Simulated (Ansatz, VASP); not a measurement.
## Cd: VASP beside Ansatz

File INCAR:

```
SYSTEM = Cd
  ALGO = Normal
  EDIFF = 1E-7
  ENCUT = 520
  GGA = PE
  ISIF = 2
  ISMEAR = -1
  LASPH = .True.
  LCHARG = .False.
  LREAL = .False.
  LWAVE = .False.
  NBANDS = 19
  NELM = 80
  PREC = Accurate
  SIGMA = 0.05
```

Contents of KPOINTS:

```
k-points
0
Gamma
  10 10 5
  0 0 0
```

Contents of POSCAR:

```
Cd
1.0
    2.9985981908      0.0000000000      0.0000000000
   -1.4992990954      2.5968622090      0.0000000000
    0.0000000000      0.0000000000      5.6548540644
Cd
2
Direct
    0.6666666667      0.3333333333      0.7500000000
    0.3333333333      0.6666666667      0.2500000000
```

Contents of input.yaml:

```yaml
crystal:
  lattice:
    - [2.9985981908, 0.0, 0.0]
    - [-1.4992990954, 2.596862209, 0.0]
    - [0.0, 0.0, 5.6548540644]
  atoms:
    - { symbol: Cd, position: [0.6666666667, 0.3333333333, 0.75] }
    - { symbol: Cd, position: [0.3333333333, 0.6666666667, 0.25] }
hamiltonian:
  xc: pbe
  pseudopotentials: { kind: paw }
kpoints:
  mp_grid: { grid: [10, 10, 5] }
scf:
  occupations: { method: fermi_dirac, width: 0.05 }
output:
  forces: true
  stress: true
  eigenvalues: true
```

Change from the starting cell: volume scaled by 1.02.

Alike in both runs: task single point; functional PBE; k mesh 10 × 10 × 5; occupations fermi-dirac, width 0.05 eV; no spin polarisation.

|  | VASP | Ansatz |
| --- | --- | --- |
| version | VASP 6.6.1 | Ansatz 0.2.0 |
| potentials or method | VASP PAW PBE potentials, release 64 (Cd) | Ansatz PAW |
| plane-wave cutoff (eV) | 520 | 420 |
| valence electrons in the cell | 24 | 40 |

```csv
,VASP,Ansatz,Ansatz less VASP
gap on the k mesh at the Fermi level (eV),none,none,-
pressure (GPa),2.0,1.7,-0.32
largest component of the traceless stress (GPa),0.97,0.84,-0.126
```

A gap of «none» marks a metal or a gap that the smearing closes. With one functional, cell and mesh, what is left measures potentials, basis and numerics. The two sets of potentials don't hold the same shells in valence.
